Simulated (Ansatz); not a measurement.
# The polar optical mode of KI at 1 GPa, worked through

Computed with DFT PBEsol, scalar-relativistic, plane waves, PAW (Ansatz). Plane waves to 420 eV; Γ-centred k mesh 6×6×6; fixed occupations. No spin polarisation. Phonons by linear response, acoustic sum rule imposed.

The cell, relaxed at 1 GPa:
```yaml
crystal:
  lattice:
    - [0.00000, 3.42406, 3.42406]
    - [3.42406, 0.00000, 3.42406]
    - [3.42406, 3.42406, 0.00000]
  atoms:
    - { symbol: K, position: [0.00000, 0.00000, 0.00000] }
    - { symbol: I, position: [0.50000, 0.50000, 0.50000] }
```

Spin–orbit coupling is left out, which matters for heavy elements.

Linear response gives ν_TO = 116.1 cm⁻¹, Born charges ±1.111 e (positive on K) and ε∞ = 3.068. The primitive cell holds 80.289 Å³, and the masses are 39.098 and 126.904 amu.

Task: Find ν_LO and the static dielectric constant.

Result: The long-wave field adds a restoring force: ω_LO² − ω_TO² = Z*²e²/(ε_vac ε∞ μV). In these units ν_LO² − ν_TO² = 4.92064×10⁷ Z*²/(μ V ε∞) cm⁻², with μ = m₁m₂/(m₁ + m₂) = 29.890 amu: 8242 cm⁻². So ν_LO = √(116.1² + 8242) = 147.4 cm⁻¹, and the run gives 147.4. Lyddane–Sachs–Teller then gives ε0 = ε∞ (ν_LO/ν_TO)² = 4.94, against 4.94 in the run (it forms both from the same three quantities, so the match checks the arithmetic only). Between ν_TO and ν_LO the dielectric function is negative and an undamped crystal reflects fully: a reststrahlen band from 67.9 to 86.1 μm.

Task: What do the Clausius–Mossotti polarisability and the Szigeti charge come to?

Result: With the Lorentz local field, α = (3V/4π)(ε∞ − 1)/(ε∞ + 2) = 7.82 Å³ for the pair, and e_S = 3Z*/(ε∞ + 2) = 0.66 e. The Born charge includes the electrons' response to the dipole's own local field, and e_S takes that enhancement out. The Lorentz field assumes point-like polarisable ions, a fair picture at this small ε∞.

Task: How strongly does a slow electron couple to the LO mode?

Result: For one isotropic parabolic band, Fröhlich's constant is α_F = (1/ε∞ − 1/ε0) √(m* Ry/ħω_LO), with Ry = 13.606 eV, ħω_LO = 18.3 meV and m* in free-electron masses: α_F = 0.1237 × 27.29 × √m* = 3.38 √m*. The band mass isn't part of this run; for m* = 0.1, 0.3 and 1 it gives 1.07, 1.85, 3.38. In weak coupling the polaron lies α_F ħω_LO below the band edge (34 meV at m* = 0.3) with a mass m*(1 + α_F/6); past α_F of about 5 or 6 that expansion fails. A semilocal functional's ε∞ tends to be too large, which taken alone lowers α_F.

Cost: 1 run of about 0.95 core-minutes, on Intel Xeon Platinum 8259CL (Skylake/Cascade Lake) (shared hosts).